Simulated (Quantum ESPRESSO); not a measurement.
# Al (Fm-3m) in Quantum ESPRESSO: further runs

Runs on Al. Level: PBE. Tasks: relaxation of cell and atoms.

All numbers are computed with Quantum ESPRESSO 7.5; they aren't measurements. Logs are shortened: lines on timing, memory, paths and dates and some standing lists are left out, and cuts for length are marked.

**1. The crystal as given**

It takes space group Fm-3m (No. 225, cubic). The conventional cell has a = 4.050 Å, b = 4.050 Å, c = 4.050 Å, α = 90.00°, β = 90.00°, γ = 90.00°. Al (site symmetry m-3m) is surrounded by 12 Al at 2.86 Å.

**2. Relaxation of cell and atoms, PBE, target pressure 2 GPa, at which the enthalpy is minimised**

Input file pw.in:

```
&CONTROL
  calculation = 'vc-relax'
  prefix = 'pwscf'
  outdir = './tmp'
  pseudo_dir = './pseudo'
  tprnfor = .true.
  tstress = .true.
  disk_io = 'low'
  nstep = 40
  forc_conv_thr = 0.0004
  etot_conv_thr = 1d-05
/
&SYSTEM
  ibrav = 0
  nat = 1
  ntyp = 1
  ecutwfc = 63
  ecutrho = 506
  nbnd = 6
  occupations = 'smearing'
  smearing = 'fd'
  degauss = 0.00367493
/
&ELECTRONS
  conv_thr = 2d-10
  electron_maxstep = 120
  mixing_beta = 0.5
/
&IONS
  ion_dynamics = 'bfgs'
/
&CELL
  cell_dynamics = 'bfgs'
  press = 20
  press_conv_thr = 0.3
/
ATOMIC_SPECIES
Al    26.9815 Al.pbe-n-kjpaw_psl.1.0.0.UPF
CELL_PARAMETERS bohr
   0.0000000000    3.8263269058    3.8263269058
   3.8263269058    0.0000000000    3.8263269058
   3.8263269058    3.8263269058    0.0000000000
ATOMIC_POSITIONS bohr
Al     0.0000000000    0.0000000000    0.0000000000
K_POINTS automatic
11 11 11 0 0 0
```

Potentials or basis: SSSP 1.3 efficiency PBE.

Launch:

```bash
$ OMP_NUM_THREADS=1 pw.x -in pw.in > pw.out
```

pw.out:

```text
This program is part of the open-source Quantum ESPRESSO suite
     for quantum simulation of materials; please cite
         "P. Giannozzi et al., J. Phys.:Condens. Matter 21 395502 (2009);
         "P. Giannozzi et al., J. Phys.:Condens. Matter 29 465901 (2017);
         "P. Giannozzi et al., J. Chem. Phys. 152 154105 (2020);
     in publications or presentations arising from this work. More details at

     file Al.pbe-n-kjpaw_psl.1.0.0.UPF: wavefunction(s)  3S 3P renormalized
     Message from routine setup:
     using ibrav=0 with symmetry is DISCOURAGED, use correct ibrav instead

     G-vector sticks info
     --------------------
     sticks:   dense  smooth     PW     G-vecs:    dense   smooth      PW
     Sum        1027     511    163                21595     7631    1411

     Using Slab Decomposition

     bravais-lattice index     =            0
     lattice parameter (alat)  =       5.4112  a.u.
     unit-cell volume          =     112.0408 (a.u.)^3
     number of atoms/cell      =            1
     number of atomic types    =            1
     number of electrons       =         3.00
     number of Kohn-Sham states=            6
     kinetic-energy cutoff     =      63.0000  Ry
     charge density cutoff     =     506.0000  Ry
     scf convergence threshold =      2.0E-10
     mixing beta               =       0.5000
     number of iterations used =            8  plain     mixing
     energy convergence thresh.=      1.0E-05
     force convergence thresh. =      4.0E-04
     press convergence thresh. =      3.0E-01
     Exchange-correlation= SLA  PW   PBX  PBC
                           (   1   4   3   4   0   0   0)
     nstep                     =           40

     celldm(1)=   5.411243  celldm(2)=   0.000000  celldm(3)=   0.000000
     celldm(4)=   0.000000  celldm(5)=   0.000000  celldm(6)=   0.000000

     crystal axes: (cart. coord. in units of alat)
               a(1) = (   0.000000   0.707107   0.707107 )
               a(2) = (   0.707107   0.000000   0.707107 )
               a(3) = (   0.707107   0.707107   0.000000 )

     reciprocal axes: (cart. coord. in units 2 pi/alat)
               b(1) = ( -0.707107  0.707107  0.707107 )
               b(2) = (  0.707107 -0.707107  0.707107 )
               b(3) = (  0.707107  0.707107 -0.707107 )

     PseudoPot. # 1 for Al read from file:
     Al.pbe-n-kjpaw_psl.1.0.0.UPF
     Pseudo is Projector augmented-wave + core cor, Zval =  3.0
     Generated using "atomic" code by A. Dal Corso  v.5.1
     Shape of augmentation charge: PSQ
     Using radial grid of 1135 points,  6 beta functions with:
                l(1) =   0
                l(2) =   0
                l(3) =   1
                l(4) =   1
                l(5) =   2
                l(6) =   2
     Q(r) pseudized with 0 coefficients

     atomic species   valence    mass     pseudopotential
     Al                3.00    26.98150     Al( 1.00)

     48 Sym. Ops., with inversion, found

   Cartesian axes

     site n.     atom                  positions (alat units)
         1        Al     tau(   1) = (   0.0000000   0.0000000   0.0000000  )

     number of k points=    56  Fermi-Dirac smearing, width (Ry)=  0.0037
                       cart. coord. in units 2pi/alat
        k(    1) = (   0.0000000   0.0000000   0.0000000), wk =   0.0015026
        k(    2) = (   0.0642824   0.0642824  -0.0642824), wk =   0.0120210
        k(    3) = (   0.1285649   0.1285649  -0.1285649), wk =   0.0120210
        k(    4) = (   0.1928473   0.1928473  -0.1928473), wk =   0.0120210
        k(    5) = (   0.2571297   0.2571297  -0.2571297), wk =   0.0120210
        k(    6) = (   0.3214122   0.3214122  -0.3214122), wk =   0.0120210
[... 48 lines left out ...]
        k(   55) = (  -0.0642824  -0.4499770   0.7071068), wk =   0.0360631
        k(   56) = (   0.0000000  -0.3856946   0.6428243), wk =   0.0360631

     Dense  grid:    21595 G-vectors     FFT dimensions: (  40,  40,  40)

     Smooth grid:     7631 G-vectors     FFT dimensions: (  27,  27,  27)

     Initial potential from superposition of free atoms

     starting charge       2.9977, renormalised to       3.0000
     Starting wfcs are    4 randomized atomic wfcs +    2 random wfcs

     Self-consistent Calculation

     iteration #  1     ecut=    63.00 Ry     beta= 0.50
     Davidson diagonalization with overlap
     ethr =  1.00E-02,  avg # of iterations =  6.2

     Threshold (ethr) on eigenvalues was too large:
     Diagonalizing with lowered threshold

     Davidson diagonalization with overlap
     ethr =  1.83E-04,  avg # of iterations =  3.2
[... 278 lines left out ...]
     Computing stress (Cartesian axis) and pressure

          total   stress  (Ry/bohr**3)                   (kbar)     P=       -4.87
  -0.00003313  -0.00000000  -0.00000000           -4.87       -0.00       -0.00
  -0.00000000  -0.00003313  -0.00000000           -0.00       -4.87       -0.00
  -0.00000000  -0.00000000  -0.00003313           -0.00       -0.00       -4.87

     BFGS Geometry Optimization
     Energy error            =      2.4E-04 Ry
     Gradient error          =      0.0E+00 Ry/Bohr
     Cell gradient error     =      2.5E+01 kbar

     number of scf cycles    =   1
     number of bfgs steps    =   0

     enthalpy           new  =     -39.4882678681 Ry

     new trust radius        =       0.0089489544 bohr
     new conv_thr            =       0.0000000002 Ry
[... 304 lines left out ...]
     Energy error            =      1.9E-04 Ry
     Gradient error          =      0.0E+00 Ry/Bohr
     Cell gradient error     =      1.5E+01 kbar

     number of scf cycles    =   2
     number of bfgs steps    =   1

     enthalpy           old  =     -39.4882678681 Ry
     enthalpy           new  =     -39.4884590782 Ry

     CASE: enthalpy          _new < enthalpy          _old

     new trust radius        =       0.0127730914 bohr
     new conv_thr            =            2.0E-12 Ry

     new unit-cell volume =    108.62296 a.u.^3 (    16.09626 Ang^3 )
     density =      2.78349 g/cm^3

CELL_PARAMETERS (bohr)
   0.000000000   3.787016653   3.787016653
   3.787016653   0.000000000   3.787016653
   3.787016653   3.787016653   0.000000000
[... 317 lines left out ...]
     Energy error            =      9.7E-05 Ry
     Gradient error          =      0.0E+00 Ry/Bohr
     Cell gradient error     =      8.1E-01 kbar

     number of scf cycles    =   3
     number of bfgs steps    =   2

     enthalpy           old  =     -39.4884590782 Ry
     enthalpy           new  =     -39.4885558083 Ry

     CASE: enthalpy          _new < enthalpy          _old

     new trust radius        =       0.0006564470 bohr
     new conv_thr            =            2.0E-12 Ry

     new unit-cell volume =    108.72562 a.u.^3 (    16.11147 Ang^3 )
     density =      2.78086 g/cm^3

CELL_PARAMETERS (bohr)
   0.000000000   3.788209284   3.788209284
   3.788209284  -0.000000000   3.788209284
   3.788209284   3.788209284  -0.000000000
[... 291 lines left out ...]
          total   stress  (Ry/bohr**3)                   (kbar)     P=       19.98
   0.00013580  -0.00000000  -0.00000000           19.98       -0.00       -0.00
  -0.00000000   0.00013580  -0.00000000           -0.00       19.98       -0.00
  -0.00000000  -0.00000000   0.00013580           -0.00       -0.00       19.98

     Energy error            =      2.7E-07 Ry
     Gradient error          =      0.0E+00 Ry/Bohr
     Cell gradient error     =      2.3E-02 kbar

     bfgs converged in   4 scf cycles and   3 bfgs steps
     (criteria: energy <  1.0E-05 Ry, force <  4.0E-04 Ry/Bohr, cell <  3.0E-01 kbar)

     End of BFGS Geometry Optimization

     Final enthalpy           =     -39.4885560807 Ry

Begin final coordinates
     new unit-cell volume =    108.72562 a.u.^3 (    16.11147 Ang^3 )
     density =      2.78086 g/cm^3

CELL_PARAMETERS (bohr)
   0.000000000   3.788209284   3.788209284
   3.788209284  -0.000000000   3.788209284
   3.788209284   3.788209284  -0.000000000

ATOMIC_POSITIONS (bohr)
Al               0.0000000000        0.0000000000        0.0000000000
End final coordinates

     Final scf calculation at the relaxed structure.
     The G-vectors are recalculated for the final unit cell
     Results may differ from those at the preceding step.

     G-vector sticks info
     --------------------
     sticks:   dense  smooth     PW     G-vecs:    dense   smooth      PW
     Sum        1003     499    163                20827     7391    1363

     Using Slab Decomposition

     bravais-lattice index     =            0
     lattice parameter (alat)  =       5.4112  a.u.
     unit-cell volume          =     108.7256 (a.u.)^3
     number of atoms/cell      =            1
     number of atomic types    =            1
     number of electrons       =         3.00
     number of Kohn-Sham states=            6
     kinetic-energy cutoff     =      63.0000  Ry
     charge density cutoff     =     506.0000  Ry
     scf convergence threshold =      2.0E-12
     mixing beta               =       0.5000
     number of iterations used =            8  plain     mixing
     press convergence thresh. =      3.0E-01
     Exchange-correlation= SLA  PW   PBX  PBC
                           (   1   4   3   4   0   0   0)

     celldm(1)=   5.411243  celldm(2)=   0.000000  celldm(3)=   0.000000
     celldm(4)=   0.000000  celldm(5)=   0.000000  celldm(6)=   0.000000

     crystal axes: (cart. coord. in units of alat)
               a(1) = (   0.000000   0.700063   0.700063 )
               a(2) = (   0.700063  -0.000000   0.700063 )
               a(3) = (   0.700063   0.700063  -0.000000 )

     reciprocal axes: (cart. coord. in units 2 pi/alat)
               b(1) = ( -0.714222  0.714222  0.714222 )
               b(2) = (  0.714222 -0.714222  0.714222 )
               b(3) = (  0.714222  0.714222 -0.714222 )

     PseudoPot. # 1 for Al read from file:
     Al.pbe-n-kjpaw_psl.1.0.0.UPF
     Pseudo is Projector augmented-wave + core cor, Zval =  3.0
     Generated using "atomic" code by A. Dal Corso  v.5.1
     Shape of augmentation charge: PSQ
     Using radial grid of 1135 points,  6 beta functions with:
                l(1) =   0
                l(2) =   0
                l(3) =   1
                l(4) =   1
                l(5) =   2
                l(6) =   2
     Q(r) pseudized with 0 coefficients

     atomic species   valence    mass     pseudopotential
     Al                3.00    26.98150     Al( 1.00)

     48 Sym. Ops., with inversion, found

   Cartesian axes

     site n.     atom                  positions (alat units)
         1        Al     tau(   1) = (   0.0000000   0.0000000   0.0000000  )

     number of k points=    56  Fermi-Dirac smearing, width (Ry)=  0.0037
                       cart. coord. in units 2pi/alat
        k(    1) = (   0.0000000   0.0000000   0.0000000), wk =   0.0015026
        k(    2) = (   0.0649293   0.0649293  -0.0649293), wk =   0.0120210
        k(    3) = (   0.1298585   0.1298585  -0.1298585), wk =   0.0120210
        k(    4) = (   0.1947878   0.1947878  -0.1947878), wk =   0.0120210
        k(    5) = (   0.2597170   0.2597170  -0.2597170), wk =   0.0120210
        k(    6) = (   0.3246463   0.3246463  -0.3246463), wk =   0.0120210
[... 48 lines left out ...]
        k(   55) = (  -0.0649293  -0.4545048   0.7142218), wk =   0.0360631
        k(   56) = (   0.0000000  -0.3895755   0.6492926), wk =   0.0360631

     Dense  grid:    20827 G-vectors     FFT dimensions: (  40,  40,  40)

     Smooth grid:     7391 G-vectors     FFT dimensions: (  27,  27,  27)

     Initial potential from superposition of free atoms

     starting charge       2.9977, renormalised to       3.0000
     Starting wfcs are    4 randomized atomic wfcs +    2 random wfcs

     Self-consistent Calculation

     iteration #  1     ecut=    63.00 Ry     beta= 0.50
     Davidson diagonalization with overlap
     c_bands:  3 eigenvalues not converged
     c_bands:  2 eigenvalues not converged
     c_bands:  1 eigenvalues not converged
     c_bands:  1 eigenvalues not converged
     c_bands:  1 eigenvalues not converged
     c_bands:  1 eigenvalues not converged
[... 321 lines left out ...]
     Computing stress (Cartesian axis) and pressure

          total   stress  (Ry/bohr**3)                   (kbar)     P=       19.97
   0.00013578   0.00000000   0.00000000           19.97        0.00        0.00
   0.00000000   0.00013578   0.00000000            0.00       19.97        0.00
   0.00000000   0.00000000   0.00013578            0.00        0.00       19.97

=------------------------------------------------------------------------------=
   JOB DONE.
=------------------------------------------------------------------------------=
```

Wall time 29 s (1 thread of Arm Neoverse V2, shared host); peak memory 0.1 GiB.

What came out:

* Free energy: -537.4703 eV
* Relaxed volume: 16.11 Å³/atom
* Relaxed cell: a = 2.835 Å, b = 2.835 Å, c = 2.835 Å, α = 60.00°, β = 60.00°, γ = 60.00°
* Space group after relaxing (to 0.05 Å): Fm-3m (No. 225)
* Energy change on relaxing (the enthalpy is what falls): +2.2 meV/atom
* Ionic steps: 4
* Pressure after relaxing: 2.0 GPa
* Band gap on the k mesh: none (metal or under the smearing width)

Step by step:
| step | energy change (eV) | largest force (eV/Å) | pressure (GPa) | volume (Å³) |
| --- | --- | --- | --- | --- |
| 1 | 0.0000 | 0.0000 | -0.49 | 16.60 |
| 2 | 0.0000 | 0.0000 | 0.52 | 16.39 |
| 3 | 0.0024 | 0.0000 | 2.08 | 16.10 |
| 4 | 0.0022 | 0.0000 | 2.00 | 16.11 |

Final structure:
```
Al
1.0
     0.00000    2.00463    2.00463
     2.00463    0.00000    2.00463
     2.00463    2.00463    0.00000
Al
1
Direct
  0.00000 0.00000 0.00000
```

Levels at points of the mesh, in eV from the Fermi level:
```tsv
k point	band 1	band 2	band 3	band 4	band 5
(0.00, 0.00, 0.00)	-11.31	12.74	12.74	14.42	14.42
```

[end of part 1 of 2]
